## Results

The nine runs agree on the volume of fcc tantalum to about 0.25%, and what separates them is a change in energy of a few meV per atom across the range of volumes scanned. Where this difference is a straight line in volume, the equilibrium volume moves and the stiffness hardly changes. Where it is curved, the crystal also becomes stiffer or softer. Quantum ESPRESSO and GPAW are cases of the first kind, and OpenMX is one of the second.

Fcc Ta (one-atom cell) in DFT with the PBE functional, without spin polarisation or spin–orbit coupling, on an 11×11×11 k mesh with Fermi-Dirac smearing of 0.05 eV. Volume, bulk modulus and its pressure derivative (slope) come from Birch-Murnaghan fits to static-lattice energies at seven volumes within ±6% of 18.79 Å³/atom. Basis values in eV are plane-wave cutoffs.

| program | potentials | basis | equilibrium volume (Å³/atom) | bulk modulus (GPa) | bulk modulus slope |
| --- | --- | --- | --- | --- | --- |
| OpenMX | OpenMX-2013-PBE-set | standard | 18.835 | 195.00 | 3.720 |
| Quantum ESPRESSO | SSSP-1.3-efficiency-PBE | 748.313 eV | 18.851 | 190.10 | 3.470 |
| DFTK | dojo.nc.sr.pbe.v0_4_1.standard | 952.399 eV | 18.862 | 189.70 | 3.460 |
| JDFTx | PseudoDojo-SR-PBE-0.5-standard | 789.13 eV | 18.864 | 189.70 | 3.460 |
| ABINIT | JTH-PAW-PBE-v2.0 | 408.171 eV | 18.864 | 189.30 | 3.560 |
| ABACUS | PseudoDojo-NC-SR-0.4.1-PBE-standard | 789.13 eV | 18.864 | 189.70 | 3.460 |
| Ansatz | Ansatz PAW | 420 eV | 18.868 | 189.70 | 3.460 |
| Ansatz LAPW | all-electron-LAPW,-scalar-relativistic | 0.0005 eV/atom-basis-error | 18.869 | 188.10 | 3.440 |
| GPAW | GPAW-PAW-data-sets-(gpaw-data-1.2.1) | 600 eV | 18.883 | 189.50 | 3.460 |

Three rows show how little the program itself matters. DFTK, JDFTx and ABACUS use potentials of the PseudoDojo family, with cutoffs from 789 to 952 eV. Their volumes agree to 0.002 Å³ and their bulk moduli are equal as printed. The larger offsets elsewhere in the table therefore point to the potentials and basis sets, although a new potential need not bring a visible change: ABINIT and Ansatz, with PAW data of their own, give almost the same volume.

## Why a volume survives a change of potential

The total energies themselves are nowhere near agreement. All-electron LAPW lies some 423 thousand eV per atom below JDFTx, mainly because it counts the deep core electrons that the pseudopotential leaves out. These electrons hardly notice whether the neighbours are a little nearer or farther, so their energy is almost the same at every volume. A constant cannot move a minimum, and only the part of the difference that varies with volume matters.

A mass hanging on a spring behaves in the same way. An added constant force moves its rest position and leaves the stiffness alone, whereas a second spring changes the stiffness. The comparison holds for small shifts only, because a crystal, unlike an ideal spring, softens as it expands.

In symbols, let V be the equilibrium volume, B the bulk modulus and B′ the bulk modulus slope, which is the change of B with pressure. Let D be the energy curve of one program less that of JDFTx, which serves as a convenient reference and not as the truth.

- Near the minimum the slope of the energy grows as B/V times the distance from V. A slope D′ therefore shifts the minimum by ΔV = −D′ V/B.
- The modulus is V times the curvature of the energy, so a curvature D″ adds V D″ to it.
- The shift in volume changes the modulus too, by −B′ B ΔV/V.

Quantum ESPRESSO serves as the worked case. With D set to zero at the middle of the scan, it is −0.89 meV at the compressed end and +0.87 meV at the expanded end.

- Slope: the mean of the two sizes is 0.88 meV, reached over 6% of 18.79 Å³, or 1.13 Å³. This gives D′ ≈ 0.78 meV/Å³.
- Stiffness: 189.7 GPa is about 1.18 eV/Å³, and division by 18.86 Å³ gives B/V ≈ 0.063 eV/Å⁶.
- Shift: ΔV ≈ −0.00078/0.063 ≈ −0.012 Å³, against −0.013 Å³ in the table.

The two ends almost cancel in their sum, so there is no bend. The slightly higher modulus of Quantum ESPRESSO is what a slightly smaller crystal should have.

GPAW tilts the other way: its energy is too high on compression and too low on expansion, relative to JDFTx. The estimated shift is +0.020 Å³, and the table has +0.019 Å³. For both programs the numbers show the tilt but not its origin, since potential and basis change together.

## Why OpenMX is stiffer

OpenMX has the smallest volume, and a smaller crystal is a stiffer one. This accounts for only about 1 GPa of its 5.3 GPa excess over JDFTx. The rest comes from a bend in the energy difference, which is −0.6 meV at the compressed end but +2.7 meV at the expanded end. The average of the two, about 1 meV, measures the bend. With the tilt set aside, OpenMX adds this much to the cost of a 6% change of volume in either direction.

One meV is enough because the whole energy well is shallow. Over a 6% change of volume the crystal's energy rises by only about 40 meV per atom, averaged over the two directions. An extra 1 meV is thus some 2.5% of the rise, and it raises a modulus of 190 GPa by about 5 GPa.

A possible source of the tilt is the basis of localised orbitals. In a compressed crystal, the orbitals of neighbouring atoms overlap more and make up for each other's gaps. On expansion this help fades and the computed energy comes out too high, which is the direction seen here. The argument does not by itself explain the bend, and OpenMX also uses a different potential and a fixed number of grid points, whose spacing grows with the cell. The cause therefore remains untested. A larger orbital basis with the same potential and grid would show how much the basis contributes.

The simple model is least exact for this row. The tilt gives a volume shift of −0.024 Å³ where the table has −0.029 Å³, and bend and volume shift together give an excess of 6.0 GPa where the table has 5.3 GPa. The energy difference is not a true parabola, so its values at the scan ends do not fully describe it near the minimum. Apart from the tabulated values of JDFTx, no fitted parameter enters these estimates. They use the same energies from which the tabulated volumes and moduli came, so they show how the offsets arise and are no independent test of the programs.

## Which differences can be trusted

The modulus is far more easily disturbed than the volume. An error that tilts the energy curve by 0.5 meV at the scan ends moves the volume by 0.007 Å³, or 0.04%. An error of the same size that bends the curve changes the modulus by 2.4 GPa, or 1.3%.

This sets the weight of the all-electron row. LAPW has a stated basis error of 0.5 meV per atom, and its modulus lies 1.6 GPa below that of JDFTx. Only the part of the error that varies with volume counts, but in the worst case it could produce a difference of this size, and the difference in volume as well. The table therefore reveals no clear penalty for replacing the core electrons by a PseudoDojo potential.

The bulk modulus slope is more delicate still, because it depends on how the curvature itself changes. ABINIT's value of 3.56 looks distinct from the 3.46 of several other rows. Its energies, however, scatter about the fitted curve by about 0.1 meV, more than ten times as much as those of JDFTx, and this is enough to blur the difference. OpenMX's value of 3.72 goes with the departure from a parabola noted above. Its energy difference from JDFTx curves more on the compressed side, so its modulus rises faster under pressure. Its energies scatter by about 0.04 meV, which leaves the size of this effect uncertain.

The same tilt would matter much more in an alkali metal. There B is more than ten times smaller and the atomic volume larger, so V/B turns a small slope into a large shift. Tantalum's volume is well protected because the metal is stiff.

Agreement among these programs says that they solve the same PBE problem alike, not that PBE is right for tantalum. The stable metal is moreover bcc, so these values do not describe ordinary tantalum. The analysis output below gives the estimates for the three programs compared with JDFTx.

Output of the analysis:

```
Differences from JDFTx:
               row  volume difference in A^3  modulus difference in GPa  modulus change expected from the volume shift alone in GPa
            OpenMX                    -0.029                        5.3                                                       1.009
  Quantum ESPRESSO                    -0.013                        0.4                                                      0.4523
              DFTK                    -0.002                          0                                                     0.06959
             JDFTx                         0                          0                                                           0
            ABINIT                         0                       -0.4                                                           0
            ABACUS                         0                          0                                                           0
            Ansatz                     0.004                          0                                                     -0.1392
       Ansatz LAPW                     0.005                       -1.6                                                      -0.174
              GPAW                     0.019                       -0.2                                                     -0.6611
Spread of all nine volumes, A^3/atom: 0.048
Spread of all nine volumes, percent of the median: 0.2545
Spread of the three PseudoDojo volumes, A^3/atom: 0.002
Total energy of LAPW less JDFTx at the given volume, eV/atom: -422962
Energy difference from JDFTx at the compressed end, meV/atom (OpenMX, Quantum ESPRESSO, GPAW): -0.63, -0.89, 1.519
Energy difference from JDFTx at the expanded end, meV/atom (OpenMX, Quantum ESPRESSO, GPAW): 2.72, 0.87, -1.301
Volume shift expected from the tilt, A^3 (OpenMX, Quantum ESPRESSO, GPAW): -0.02367, -0.01244, 0.01993
Modulus change from the bend alone, GPa (OpenMX, Quantum ESPRESSO, GPAW): 4.971, -0.04757, 0.5185
Modulus change from bend and volume shift together, GPa (OpenMX, Quantum ESPRESSO, GPAW): 5.98, 0.4048, -0.1426
Volume shift of OpenMX expected from the tilt at the inner points, A^3: -0.0282
Volume shift that a tilt of 0.5 meV at the scan ends makes, A^3: 0.007067
Modulus change that a bend of 0.5 meV at the scan ends makes, GPa: 2.378
```
